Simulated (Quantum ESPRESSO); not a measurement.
# TePb (Fm-3m) in Quantum ESPRESSO: notebook, part 3 of 3

Quantum ESPRESSO 7.5. Earlier steps stand in the parts before.

## Step 4: Single point, PBE+D3(BJ), 31.71 Å³/atom

The input, pw.in:

```
&CONTROL
  calculation = 'scf'
  prefix = 'pwscf'
  outdir = './tmp'
  pseudo_dir = './pseudo'
  tprnfor = .true.
  tstress = .true.
  disk_io = 'nowf'
/
&SYSTEM
  ibrav = 0
  nat = 2
  ntyp = 2
  ecutwfc = 80
  nbnd = 22
  occupations = 'smearing'
  smearing = 'fd'
  degauss = 0.00367493
  vdw_corr = 'grimme-d3'
  dftd3_version = 4
/
&ELECTRONS
  conv_thr = 4d-10
  electron_maxstep = 120
  mixing_beta = 0.5
/
ATOMIC_SPECIES
Pb   207.2000 Pb.upf
Te   127.6000 Te.upf
CELL_PARAMETERS angstrom
   0.0000000000    3.1650427173    3.1650427173
   3.1650427173    0.0000000000    3.1650427173
   3.1650427173    3.1650427173    0.0000000000
ATOMIC_POSITIONS crystal
Pb     0.0000000000    0.0000000000    0.0000000000
Te     0.5000000000    0.5000000000    0.5000000000
K_POINTS automatic
7 7 7 0 0 0
```

Potentials or basis: PseudoDojo 0.4.1 SR PBE standard.

Command:

```console
$ OMP_NUM_THREADS=1 pw.x -in pw.in > pw.out
```

pw.out:

```text
This program is part of the open-source Quantum ESPRESSO suite
     for quantum simulation of materials; please cite
[... 9 lines left out ...]
     --------------------
     sticks:   dense  smooth     PW     G-vecs:    dense   smooth      PW
     Sum        1573    1573    451                41151    41151    6375

     Using Slab Decomposition

     bravais-lattice index     =            0
     lattice parameter (alat)  =       8.4585  a.u.
     unit-cell volume          =     427.9227 (a.u.)^3
     number of atoms/cell      =            2
     number of atomic types    =            2
     number of electrons       =        30.00
     number of Kohn-Sham states=           22
     kinetic-energy cutoff     =      80.0000  Ry
     charge density cutoff     =     320.0000  Ry
     scf convergence threshold =      4.0E-10
     mixing beta               =       0.5000
     number of iterations used =            8  plain     mixing
     Exchange-correlation= PBE
                           (   1   4   3   4   0   0   0)

     celldm(1)=   8.458502  celldm(2)=   0.000000  celldm(3)=   0.000000
     celldm(4)=   0.000000  celldm(5)=   0.000000  celldm(6)=   0.000000

     crystal axes: (cart. coord. in units of alat)
               a(1) = (   0.000000   0.707107   0.707107 )
               a(2) = (   0.707107   0.000000   0.707107 )
               a(3) = (   0.707107   0.707107   0.000000 )

     reciprocal axes: (cart. coord. in units 2 pi/alat)
               b(1) = ( -0.707107  0.707107  0.707107 )
               b(2) = (  0.707107 -0.707107  0.707107 )
               b(3) = (  0.707107  0.707107 -0.707107 )

     PseudoPot. # 1 for Pb read from file:
     Pb.upf
     Pseudo is Norm-conserving + core correction, Zval = 14.0
     Generated using ONCVPSP code by D. R. Hamann
     Using radial grid of 1678 points,  6 beta functions with:
                l(1) =   0
                l(2) =   0
                l(3) =   1
                l(4) =   1
                l(5) =   2
                l(6) =   2

     PseudoPot. # 2 for Te read from file:
     Te.upf
     Pseudo is Norm-conserving + core correction, Zval = 16.0
     Generated using ONCVPSP code by D. R. Hamann
     Using radial grid of 1294 points,  6 beta functions with:
                l(1) =   0
                l(2) =   0
                l(3) =   1
                l(4) =   1
                l(5) =   2
                l(6) =   2

     atomic species   valence    mass     pseudopotential
     Pb               14.00   207.20000     Pb( 1.00)
     Te               16.00   127.60000     Te( 1.00)

     48 Sym. Ops., with inversion, found

   Cartesian axes

     site n.     atom                  positions (alat units)
         1        Pb     tau(   1) = (   0.0000000   0.0000000   0.0000000  )
         2        Te     tau(   2) = (   0.7071068   0.7071068   0.7071068  )

     --------------------------------------------
     DFT-D3 Dispersion Correction (3-body terms):
     --------------------------------------------
       Reference C6 values for interpolation:

         atom   Coordination number   C6
         Te         0.000           851.07
         Te         0.981           850.20
         Te         1.964           837.16
         Pb         0.000          1477.63
         Pb         0.938          1266.00
         Pb         1.936          1088.91
         Pb         2.908          1048.37
         Pb         3.910           910.57

       Values used:

         atom   Coordination number  R0_AB[au]  C6      C8
         Pb         4.802            4.041    910.57 144158.41
         Te         4.646            3.676    837.16  84978.05

         Molecular C6 ( Ry / a.u.^6 ) =      3493.27

     number of k points=    20  Fermi-Dirac smearing, width (Ry)=  0.0037
                       cart. coord. in units 2pi/alat
        k(    1) = (   0.0000000   0.0000000   0.0000000), wk =   0.0058309
        k(    2) = (   0.1010153   0.1010153  -0.1010153), wk =   0.0466472
        k(    3) = (   0.2020305   0.2020305  -0.2020305), wk =   0.0466472
        k(    4) = (   0.3030458   0.3030458  -0.3030458), wk =   0.0466472
        k(    5) = (   0.2020305  -0.0000000   0.0000000), wk =   0.0349854
        k(    6) = (   0.3030458   0.1010153  -0.1010153), wk =   0.1399417
[... 12 lines left out ...]
        k(   19) = (  -0.1010153  -0.5050763   0.7071068), wk =   0.1399417
        k(   20) = (   0.0000000  -0.4040610   0.6060915), wk =   0.1399417

     Dense  grid:    41151 G-vectors     FFT dimensions: (  50,  50,  50)

     Initial potential from superposition of free atoms

     starting charge      29.9977, renormalised to      30.0000
     Starting wfcs are   18 randomized atomic wfcs +    4 random wfcs

     Self-consistent Calculation

     iteration #  1     ecut=    80.00 Ry     beta= 0.50
     Davidson diagonalization with overlap
     ethr =  1.00E-02,  avg # of iterations =  5.0

     Threshold (ethr) on eigenvalues was too large:
     Diagonalizing with lowered threshold

     Davidson diagonalization with overlap
     ethr =  9.08E-05,  avg # of iterations =  4.6

     total energy              =    -350.58824728 Ry
     estimated scf accuracy    <       0.02665086 Ry
[... 43 lines left out ...]
     iteration #  8     ecut=    80.00 Ry     beta= 0.50
     Davidson diagonalization with overlap
     ethr =  3.64E-12,  avg # of iterations =  2.3

     End of self-consistent calculation

          k = 0.0000 0.0000 0.0000 (  5065 PWs)   bands (ev):

   -26.3767 -26.3767 -26.3703 -26.3703 -26.3703  -6.7566  -6.7566  -6.7450
    -6.7450  -6.7450  -2.4846   4.6343   8.4925   8.4925   8.4925  14.2500
    14.2500  14.2500  15.7551  15.7551  15.7551  17.3358

          k = 0.1010 0.1010-0.1010 (  5113 PWs)   bands (ev):
[... 13 lines left out ...]
   -26.3764 -26.3764 -26.3700 -26.3697 -26.3697  -6.7773  -6.7773  -6.7432
    -6.7240  -6.7240  -1.0484   1.3709   8.9434   8.9434   9.9713  10.8895
    11.3147  11.3147  17.8544  18.8969  18.8969  20.3682

          k = 0.2020-0.0000 0.0000 (  5117 PWs)   bands (ev):

   -26.3766 -26.3766 -26.3704 -26.3701 -26.3701  -6.7687  -6.7540  -6.7474
    -6.7392  -6.7392  -2.2308   3.8952   8.1297   8.1297   9.5776  11.9755
    14.3019  14.3019  14.7209  16.8782  16.8782  18.3870

          k = 0.3030 0.1010-0.1010 (  5162 PWs)   bands (ev):
[... 25 lines left out ...]
   -26.3766 -26.3766 -26.3702 -26.3701 -26.3700  -6.7682  -6.7635  -6.7440
    -6.7384  -6.7338  -1.9860   3.2208   7.7299   9.0025   9.6476  11.8642
    12.1114  14.1690  15.8120  16.2497  17.7473  18.5597

          k = 0.4041-0.0000 0.0000 (  5133 PWs)   bands (ev):

   -26.3768 -26.3763 -26.3705 -26.3696 -26.3696  -6.8039  -6.7529  -6.7480
    -6.7254  -6.7254  -1.5202   2.9904   7.4404   7.4404   7.7447  13.5107
    13.6922  14.8879  14.8879  19.0205  19.0764  19.2776

          k = 0.5051 0.1010-0.1010 (  5174 PWs)   bands (ev):
[... 7 lines left out ...]
   -26.3768 -26.3763 -26.3702 -26.3695 -26.3694  -6.8130  -6.7607  -6.7435
    -6.7242  -6.7181  -0.5561   1.6858   5.9685   7.6672   8.0205  13.2925
    13.4275  15.4760  15.5675  18.7672  19.1612  21.4473

          k = 0.0000-0.4041 0.4041 (  5178 PWs)   bands (ev):

   -26.3766 -26.3763 -26.3699 -26.3698 -26.3696  -6.7945  -6.7702  -6.7331
    -6.7330  -6.7242  -0.7948   1.6877   6.2204   8.3730   8.8539  12.2511
    12.2924  15.1606  17.5759  17.6248  17.7550  20.0687

          k = 0.6061-0.0000 0.0000 (  5161 PWs)   bands (ev):

   -26.3770 -26.3762 -26.3706 -26.3692 -26.3692  -6.8391  -6.7574  -6.7431
    -6.7135  -6.7135  -0.7139   2.6716   5.4592   6.9725   6.9725  13.1663
    15.6555  15.6555  16.5295  20.1539  20.4726  21.7434

          k =-0.0000-0.6061 0.6061 (  5172 PWs)   bands (ev):

   -26.3770 -26.3762 -26.3705 -26.3692 -26.3692  -6.8367  -6.7539  -6.7476
    -6.7151  -6.7133  -0.5139   2.3297   5.2091   7.0886   7.2281  13.5400
    15.0128  15.2244  16.8102  20.1847  20.2985  21.4719

          k = 0.4041 0.2020 0.0000 (  5172 PWs)   bands (ev):

   -26.3767 -26.3764 -26.3703 -26.3697 -26.3696  -6.7954  -6.7597  -6.7463
    -6.7261  -6.7258  -1.3108   2.3740   6.9984   7.9079   8.8044  12.4028
    13.1110  14.2699  15.5498  18.4916  19.2097  20.0412

          k =-0.2020-0.4041 0.6061 (  5187 PWs)   bands (ev):
[... 7 lines left out ...]
   -26.3769 -26.3762 -26.3704 -26.3695 -26.3692  -6.8257  -6.7532  -6.7494
    -6.7216  -6.7136  -0.5877   2.1221   5.7136   6.5147   8.3087  13.2708
    14.0220  15.9837  16.0819  18.7966  20.5845  21.3371

          k = 0.0000-0.4041 0.6061 (  5164 PWs)   bands (ev):

   -26.3768 -26.3762 -26.3700 -26.3697 -26.3692  -6.8170  -6.7610  -6.7398
    -6.7306  -6.7137  -0.4341   1.7829   5.7187   6.4091   9.2655  11.9825
    14.8190  15.6896  16.2947  17.5480  20.6126  21.2459

     the Fermi energy is    10.4330 ev

!    total energy              =    -350.59424805 Ry
     estimated scf accuracy    <          1.9E-10 Ry
     smearing contrib. (-TS)   =      -0.00000039 Ry
     internal energy E=F+TS    =    -350.59424766 Ry

     The total energy is F=E-TS. E is the sum of the following terms:
     one-electron contribution =    -126.52220381 Ry
     hartree contribution      =      79.36303353 Ry
     xc contribution           =     -89.31986213 Ry
     ewald contribution        =    -214.05539458 Ry
     DFT-D3 Dispersion         =      -0.05982067 Ry

     convergence has been achieved in   8 iterations

     Forces acting on atoms (cartesian axes, Ry/au):

     atom    1 type  1   force =     0.00000000   -0.00000000   -0.00000000
     atom    2 type  2   force =    -0.00000000    0.00000000    0.00000000

     Total force =     0.000000     Total SCF correction =     0.000000

     Computing stress (Cartesian axis) and pressure

          total   stress  (Ry/bohr**3)                   (kbar)     P=       34.77
   0.00023639   0.00000000   0.00000000           34.77        0.00        0.00
   0.00000000   0.00023639   0.00000000            0.00       34.77        0.00
   0.00000000   0.00000000   0.00023639            0.00        0.00       34.77

=------------------------------------------------------------------------------=
   JOB DONE.
=------------------------------------------------------------------------------=
```

Wall time 37 s (1 thread of Arm Neoverse V1, shared host); peak memory 0.11 GiB.

Results:

```yaml
Free_energy: -4770.0777 eV
Pressure: 3.5 GPa
```

Caveat: this odd mesh misses L, where the gap lies, so gap, dielectric constants and Born charges aren't listed.

## Step 5: Single point, PBE+D3(BJ), 32.38 Å³/atom

pw.in: that of step 4 with these lines changed.

```diff
@@ -30,5 +30,5 @@
 CELL_PARAMETERS angstrom
-   0.0000000000    3.1650427173    3.1650427173
-   3.1650427173    0.0000000000    3.1650427173
-   3.1650427173    3.1650427173    0.0000000000
+   0.0000000000    3.1873324849    3.1873324849
+   3.1873324849    0.0000000000    3.1873324849
+   3.1873324849    3.1873324849    0.0000000000
 ATOMIC_POSITIONS crystal
```

Command:

```console
$ OMP_NUM_THREADS=1 pw.x -in pw.in > pw.out
```

Run time: 37 s. Hardware: 1 thread of Arm Neoverse V1, shared host; peak memory 0.11 GiB.

It converged, with:

| Property | Result |
| --- | --- |
| Free energy | -4770.1021 eV |
| Pressure | 2.3 GPa |

Caveat: this odd mesh misses L, where the gap lies, so gap, dielectric constants and Born charges aren't listed.

## Step 6: Single point, PBE+D3(BJ), 33.05 Å³/atom

pw.in: that of step 5 with these lines changed.

```diff
@@ -30,5 +30,5 @@
 CELL_PARAMETERS angstrom
-   0.0000000000    3.1873324849    3.1873324849
-   3.1873324849    0.0000000000    3.1873324849
-   3.1873324849    3.1873324849    0.0000000000
+   0.0000000000    3.2093147829    3.2093147829
+   3.2093147829    0.0000000000    3.2093147829
+   3.2093147829    3.2093147829    0.0000000000
 ATOMIC_POSITIONS crystal
```

Potentials or basis: PseudoDojo 0.4.1 SR PBE standard.

Command:

```console
$ OMP_NUM_THREADS=1 pw.x -in pw.in > pw.out
```

Wall time 39 s (1 thread of Arm Neoverse V1, shared host); peak memory 0.11 GiB.

Results (log left out):

```
Free energy : -4770.1171 eV
Pressure    : 1.2 GPa
```

Caveat: this odd mesh misses L, where the gap lies, so gap, dielectric constants and Born charges aren't listed.

## Step 7: Single point, PBE+D3(BJ), 33.73 Å³/atom

pw.in: that of step 6 with these lines changed.

```diff
@@ -30,5 +30,5 @@
 CELL_PARAMETERS angstrom
-   0.0000000000    3.2093147829    3.2093147829
-   3.2093147829    0.0000000000    3.2093147829
-   3.2093147829    3.2093147829    0.0000000000
+   0.0000000000    3.2310000000    3.2310000000
+   3.2310000000    0.0000000000    3.2310000000
+   3.2310000000    3.2310000000    0.0000000000
 ATOMIC_POSITIONS crystal
```

Command:

```console
$ OMP_NUM_THREADS=1 pw.x -in pw.in > pw.out
```

It took 39 s on 1 thread of Arm Neoverse V1, shared host; peak memory 0.11 GiB.

It converged, with:

```yaml
Free_energy: -4770.1237 eV
Pressure: 0.3 GPa
```

Caveat: this odd mesh misses L, where the gap lies, so gap, dielectric constants and Born charges aren't listed.

## Step 8: Single point, PBE+D3(BJ), 34.40 Å³/atom

pw.in: that of step 7 with these lines changed.

```diff
@@ -30,5 +30,5 @@
 CELL_PARAMETERS angstrom
-   0.0000000000    3.2310000000    3.2310000000
-   3.2310000000    0.0000000000    3.2310000000
-   3.2310000000    3.2310000000    0.0000000000
+   0.0000000000    3.2523979746    3.2523979746
+   3.2523979746    0.0000000000    3.2523979746
+   3.2523979746    3.2523979746    0.0000000000
 ATOMIC_POSITIONS crystal
```

Command:

```console
$ OMP_NUM_THREADS=1 pw.x -in pw.in > pw.out
```

Run time: 39 s. Hardware: 1 thread of Arm Neoverse V1, shared host; peak memory 0.11 GiB.

The run converged. Its results:

| Quantity | Value |
| --- | --- |
| Free energy | -4770.1229 eV |
| Pressure | -0.5 GPa |

Caveat: this odd mesh misses L, where the gap lies, so gap, dielectric constants and Born charges aren't listed.

## Step 9: Single point, PBE+D3(BJ), 35.08 Å³/atom

pw.in: that of step 8 with these lines changed.

```diff
@@ -30,5 +30,5 @@
 CELL_PARAMETERS angstrom
-   0.0000000000    3.2523979746    3.2523979746
-   3.2523979746    0.0000000000    3.2523979746
-   3.2523979746    3.2523979746    0.0000000000
+   0.0000000000    3.2735180337    3.2735180337
+   3.2735180337    0.0000000000    3.2735180337
+   3.2735180337    3.2735180337    0.0000000000
 ATOMIC_POSITIONS crystal
```

Potentials or basis: PseudoDojo 0.4.1 SR PBE standard.

Command:

```console
$ OMP_NUM_THREADS=1 pw.x -in pw.in > pw.out
```

It took 39 s on 1 thread of Arm Neoverse V1, shared host; peak memory 0.12 GiB.

The run converged. Its results:

* Free energy: -4770.1156 eV
* Pressure: -1.2 GPa

Caveat: this odd mesh misses L, where the gap lies, so gap, dielectric constants and Born charges aren't listed.

## Step 10: Single point, PBE+D3(BJ), 35.75 Å³/atom

pw.in: that of step 9 with these lines changed.

```diff
@@ -30,5 +30,5 @@
 CELL_PARAMETERS angstrom
-   0.0000000000    3.2735180337    3.2735180337
-   3.2735180337    0.0000000000    3.2735180337
-   3.2735180337    3.2735180337    0.0000000000
+   0.0000000000    3.2943690292    3.2943690292
+   3.2943690292    0.0000000000    3.2943690292
+   3.2943690292    3.2943690292    0.0000000000
 ATOMIC_POSITIONS crystal
```

Command:

```console
$ OMP_NUM_THREADS=1 pw.x -in pw.in > pw.out
```

Wall time 51 s (1 thread of Arm Neoverse V1, shared host); peak memory 0.12 GiB.

It converged, with:

```yaml
Free_energy: -4770.1035 eV
Pressure: -1.7 GPa
```

Caveat: this odd mesh misses L, where the gap lies, so gap, dielectric constants and Born charges aren't listed.

## Step 11: Equation of state, PBE+D3(BJ)

Potentials or basis: PseudoDojo 0.4.1 SR PBE standard.

No new run: the results of the series are fitted here.

What came out:

| Property | Result |
| --- | --- |
| Equilibrium volume | 33.99 Å³/atom |
| Bulk modulus | 41 GPa |
| Pressure derivative of the bulk modulus | 6.3 (rough: it moves with the points fitted) |

Energy against volume, from the lowest point:
```tsv
volume (Å³/atom)	energy (meV/atom)
31.706	22.98
32.380	10.81
33.055	3.31
33.730	0.00
34.404	0.42
35.079	4.04
35.753	10.12
```

Caveat: this odd mesh misses L, where the gap lies, so gap, dielectric constants and Born charges aren't listed.

## Step 12: Summary

| task | level | potentials or basis | form of the LDA correlation | pressure (GPa) |
| --- | --- | --- | --- | --- |
| band structure | PBE | PseudoDojo 0.4.1 SR PBE standard | - | 2.1 |
| band structure | LDA | PseudoDojo 0.4.1 SR LDA standard | PW92 | -1.7 |
| equation of state | PBE+D3(BJ) | PseudoDojo 0.4.1 SR PBE standard | - | - |

Alike in all rows: no spin polarisation; cell as given; k mesh 7 × 7 × 7; cutoff (eV) 1088; smearing fermi-dirac 0.05 eV.

Caveats: spin-orbit coupling is left out, which moves the levels of the heavy elements (some runs).

Total energies depend on the potentials used, so only differences within one code and one set of settings carry meaning.

## Step 13: Comparison with measurements

Step 2. A measured gap of TePb is 0.19 eV (direct; 4.2 K; a printed reference work, monograph); the calculated 0.74 eV misses it by +0.55 eV. Spin-orbit coupling on Pb, Te is left out. The value is that of PBE, without temperature or zero-point motion.

Step 3. A measured gap of TePb is 0.19 eV (direct; 4.2 K; a printed reference work, monograph); the calculated 0.66 eV misses it by +0.47 eV. Spin-orbit coupling on Pb, Te is left out. The value is that of LDA, without temperature or zero-point motion.
